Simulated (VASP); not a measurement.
Input of a VASP 6.6.1 run:

File INCAR:

```
SYSTEM = TePb
PREC     = Accurate       ! precision mode
ENCUT    = 600            ! plane-wave cutoff, eV
EDIFF    = 1E-6           ! SCF threshold, eV
ISMEAR   = 0              ! smearing method
SIGMA    = 0.02           ! smearing width, eV
LREAL    = .False.        ! projectors in reciprocal space
LASPH    = .True.         ! aspherical terms in the spheres
NELM     = 100            ! most SCF steps
ALGO     = Fast           ! electronic algorithm
ISIF     = 3              ! what is computed and relaxed
LWAVE    = .False.        ! write WAVECAR
LCHARG   = .False.        ! write CHGCAR
GGA      = PE             ! functional
IBRION   = 2              ! ionic algorithm
NSW      = 100            ! ionic steps
EDIFFG   = -0.005         ! ionic threshold
```

The input KPOINTS:

```
regular mesh
0
Gamma
  8 8 8
  0 0 0
```

POSCAR

```
TePb
1.0
    0.0000000000      3.2708968051      3.2708968051
    3.2708968051      0.0000000000      3.2708968051
    3.2708968051      3.2708968051      0.0000000000
Te Pb
1 1
Direct
    0.0000000000      0.0000000000      0.0000000000
    0.5000000000      0.5000000000      0.5000000000
```

Potentials or basis: VASP PAW PBE potentials, release 64 (Te, Pb_d).

The run is started by

```sh
$ cat potpaw_PBE.64/Te/POTCAR potpaw_PBE.64/Pb_d/POTCAR > POTCAR
$ mpirun -np 1 vasp_std > vasp.out
```

Problem. Predict the relaxed cell.

Solution. a = 4.644 Å, b = 4.644 Å, c = 4.644 Å, α = 60.00°, β = 60.00°, γ = 60.00°.

Problem. Estimate the band gap on the k mesh.

Solution. 0.83 eV, direct.

The path:
| step | energy change (eV) | largest force (eV/Å) | pressure (GPa) | volume (Å³) |
| --- | --- | --- | --- | --- |
| 1 | 0.0000 | 0.0000 | 0.49 | 69.99 |
| 2 | -0.0012 | 0.0000 | -0.16 | 71.07 |
| 3 | -0.0013 | 0.0000 | 0.02 | 70.83 |

Caveat: spin-orbit coupling is left out, which as a rule narrows the gap of such compounds by several tenths of an eV. A k mesh can miss the band edges.
